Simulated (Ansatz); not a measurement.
`CCC(=N)N` and `N=C(N)O` differ in one atom or group.

Ansatz, PBE0-D4/def2-TZVP geometries, multiplicity 1. Each molecule was computed in one conformer, which needn't be the lowest.

```
                                          property  `CCC(=N)N`
             HOMO energy (ωB97M-V/def2-TZVPP) / eV       -9.14
              HOMO–LUMO gap (PBE0/def2-TZVPP) / eV        7.46
               HOMO energy (B3LYP/def2-TZVPP) / eV       -6.62
                HOMO energy (PBE0/def2-TZVPP) / eV       -6.84
  size of the dipole moment (B3LYP/def2-TZVPP) / D        2.88
size of the dipole moment (ωB97M-V/def2-TZVPP) / D        2.90
```

(1) What does the change do to each property? (Best estimate.)

Answers

(1) The calculation gave: 
```json
{"property": "HOMO energy (ωB97M-V/def2-TZVPP) / eV", "`N=C(N)O`": "-9.35", "shift": "-0.21"}
{"property": "HOMO–LUMO gap (PBE0/def2-TZVPP) / eV", "`N=C(N)O`": "7.65", "shift": "0.19"}
{"property": "HOMO energy (B3LYP/def2-TZVPP) / eV", "`N=C(N)O`": "-6.81", "shift": "-0.19"}
{"property": "HOMO energy (PBE0/def2-TZVPP) / eV", "`N=C(N)O`": "-7.03", "shift": "-0.19"}
{"property": "size of the dipole moment (B3LYP/def2-TZVPP) / D", "`N=C(N)O`": "1.87", "shift": "-1.01"}
{"property": "size of the dipole moment (ωB97M-V/def2-TZVPP) / D", "`N=C(N)O`": "1.90", "shift": "-1.00"}
```

Dipoles are sizes alone; their direction can turn.

B3LYP here is the variant with VWN-RPA as its local correlation; programs differ in this.

Positive LUMOs are unbound, so they and the gaps depend on the basis.
